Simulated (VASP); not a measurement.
Au:

```
CELL_PARAMETERS angstrom
2.82385 0.00000 0.00000
-1.41193 2.44553 0.00000
0.00000 0.00000 10.87794
ATOMIC_POSITIONS crystal
Au 0.33333 0.66667 0.38015
Au 0.66667 0.33333 0.88015
Au 0.66667 0.33333 0.61985
Au 0.33333 0.66667 0.11985
```

The cell was built by a generator and needn't be a form met in nature.

```yaml
Program: VASP 6.6.1
Task: relaxation of cell and atoms
Functional: PBE
Potentials_or_basis: VASP PAW PBE potentials, release 64 (Au)
Cutoff: 600 eV
k_mesh: 9 × 9 × 2
Occupations: gaussian, width 0.1 eV
Spin: no spin polarisation
```

At the start: pressure 0.9 GPa; volume 18.78 Å³/atom.

Problem. How do energy, volume and symmetry change on relaxing?

Solution. Over 7 steps the energy falls by 7.3 meV/atom and the volume is 18.79 Å³/atom (+0.1 %); space group P6_3/mmc (No. 194, to 0.05 Å).

The path:
```
step  energy change (eV)  largest force (eV/Å)  pressure (GPa)  volume (Å³)
   1              0.0000                0.0374            0.88        75.12
   2             -0.0198                0.1091           -1.62        76.23
   3             -0.0203                0.0986           -1.31        76.08
   4             -0.0271                0.0954            0.55        74.82
   5             -0.0274                0.0964            0.20        75.03
   6             -0.0289                0.0476            0.10        75.10
   7             -0.0294                0.0084           -0.01        75.18
```

Final structure:
```cif
data_structure
_symmetry_space_group_name_H-M 'P 1'
_symmetry_Int_Tables_number 1
_cell_length_a 2.8627
_cell_length_b 2.8627
_cell_length_c 10.5927
_cell_angle_alpha 90.000
_cell_angle_beta 90.000
_cell_angle_gamma 120.000
_cell_volume 75.18
loop_
_atom_site_label
_atom_site_type_symbol
_atom_site_fract_x
_atom_site_fract_y
_atom_site_fract_z
_atom_site_occupancy
Au1 Au 0.33333 0.66667 0.38176 1
Au2 Au 0.66667 0.33333 0.88176 1
Au3 Au 0.66667 0.33333 0.61824 1
Au4 Au 0.33333 0.66667 0.11824 1
```
